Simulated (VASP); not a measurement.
Input of a VASP 6.6.1 run:

INCAR

```
SYSTEM = HfS2
PREC = Accurate
ENCUT = 400
EDIFF = 1E-7
ISMEAR = 0
SIGMA = 0.02
LREAL = .FALSE.
LASPH = .TRUE.
NELM = 60
ALGO = Fast
ISIF = 3
LWAVE = .FALSE.
LCHARG = .FALSE.
GGA = PE
IVDW = 12
IBRION = 2
NSW = 60
EDIFFG = -0.003
PSTRESS = 20
```

KPOINTS

```
regular mesh
0
G
  12 12 6
  0 0 0
```

The input POSCAR:

```
HfS2
1.0
    3.6396641800      0.0000000000      0.0000000000
   -1.8198320900      3.1520416411      0.0000000000
    0.0000000000      0.0000000000      6.0555624700
Hf S
1 2
Direct
    0.0000000000      0.0000000000      0.0000000000
    0.6666666700      0.3333333300      0.7639520500
    0.3333333300      0.6666666700      0.2360479500
```

Potentials or basis: VASP PAW PBE potentials, release 64 (Hf_pv, S).

The run is started by

```console
$ cat potpaw_PBE.64/Hf_pv/POTCAR potpaw_PBE.64/S/POTCAR > POTCAR
$ mpirun -np 1 vasp_std > vasp.out
```

(1) What does it give for the relaxed volume?

(2) Predict the space group after relaxing (to 0.05 Å).

Answers

(1) 20.52 Å³/atom.

(2) P-3m1 (No. 164).

Caveat: the cell is relaxed towards a set pressure, so the enthalpy falls and the energy may rise.
